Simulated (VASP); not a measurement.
# Co: relaxation of cell and atoms with LDA

Co:

```xyz
2
Lattice="2.4600 0.0000 0.0000 -1.2300 2.1304 0.0000 0.0000 0.0000 3.9700" Properties=species:S:1:pos:R:3 pbc="T T T"
Co    0.0000    1.4203    0.9925
Co    1.2300    0.7101    2.9775
```

The cell was built by a generator and needn't be a form met in nature.

```
Program                : VASP 6.6.1
Task                   : relaxation of cell and atoms
Functional             : LDA
Potentials or basis    : VASP PAW LDA potentials, release 64 (Co)
Cutoff                 : 600 eV
k mesh                 : 20 × 20 × 10
Occupations            : methfessel-paxton, width 0.1 eV
Spin                   : collinear spin, ferromagnetic start
Starting moments       : [1.8, 1.8] μB
Further INCAR settings : ALGO = Fast; EDIFF = 1e-06; IBRION = 2; EDIFFG = -0.005; NSW = 60; ISIF = 3
```

The relaxed volume is 9.96 Å³/atom and the relaxed cell is a = 2.426 Å, b = 2.426 Å, c = 3.907 Å, α = 90.00°, β = 90.00°, γ = 120.00°. The space group after relaxing (to 0.05 Å) is P6_3/mmc (No. 194). The energy gained by relaxing is 15.2 meV/atom, the ionic steps are 7 and the pressure after relaxing is 0.0 GPa. The band gap on the k mesh is none (metal or under the smearing width). The net moment is 2.97 μB per cell, the site moments are Co +1.48 μB and the valence electrons inside the program's atomic spheres are Co 8.46.

Step by step:
| step | energy change (eV) | largest force (eV/Å) | pressure (GPa) | volume (Å³) |
| --- | --- | --- | --- | --- |
| 1 | 0.0000 | 0.0000 | -10.48 | 20.81 |
| 2 | 0.0282 | 0.0000 | 18.07 | 18.82 |
| 3 | -0.0303 | 0.0000 | -0.29 | 19.94 |
| 4 | -0.0303 | 0.0000 | 0.05 | 19.92 |
| 5 | -0.0304 | 0.0000 | 0.09 | 19.92 |
| 6 | -0.0304 | 0.0000 | 0.10 | 19.92 |
| 7 | -0.0304 | 0.0000 | 0.03 | 19.92 |

Final structure:
```xyz
2
Lattice="2.4261 0.0000 0.0000 -1.2130 2.1010 0.0000 0.0000 0.0000 3.9075" Properties=species:S:1:pos:R:3 pbc="T T T"
Co    0.0000    1.4007    0.9769
Co    1.2130    0.7003    2.9306
```

Levels at points of the mesh, in eV from the Fermi level:
Spin up:
| k point | band 6 | band 7 | band 8 | band 9 | band 10 | band 11 | band 12 | band 13 | band 14 | band 15 |
| --- | --- | --- | --- | --- | --- | --- | --- | --- | --- | --- |
| (0.00, 0.00, 0.00) | -2.17 | -2.17 | -1.77 | -1.77 | -0.47 | -0.47 | -0.04 | 7.33 | 22.67 | 26.00 |
| (0.50, 0.00, 0.00) | -2.44 | -2.07 | -0.34 | -0.20 | -0.17 | 1.70 | 3.88 | 10.47 | 11.20 | 13.72 |
| (0.00, 0.00, 0.50) | -2.62 | -2.62 | -2.62 | -0.83 | -0.83 | -0.83 | -0.83 | 16.19 | 16.19 | 23.44 |
| (0.50, 0.00, 0.50) | -1.62 | -0.82 | -0.82 | -0.24 | -0.24 | 1.82 | 1.82 | 8.18 | 8.18 | 19.45 |
Spin down:
```tsv
k point	band 5	band 6	band 7	band 8	band 9	band 10
(0.00, 0.00, 0.00)	-1.17	-0.76	-0.76	-0.31	-0.31	0.14
(0.50, 0.00, 0.00)	-1.37	-1.19	-0.74	1.22	1.39	1.41
(0.00, 0.00, 0.50)	-1.26	-1.26	-1.26	-1.26	0.70	0.70
(0.50, 0.00, 0.50)	-0.18	-0.18	0.32	0.32	1.34	1.34
```

It took 3.8 min on 1 thread of Intel(R) Xeon(R) 6975P-C (Granite Rapids), on a shared host, peak memory 0.26 GiB.
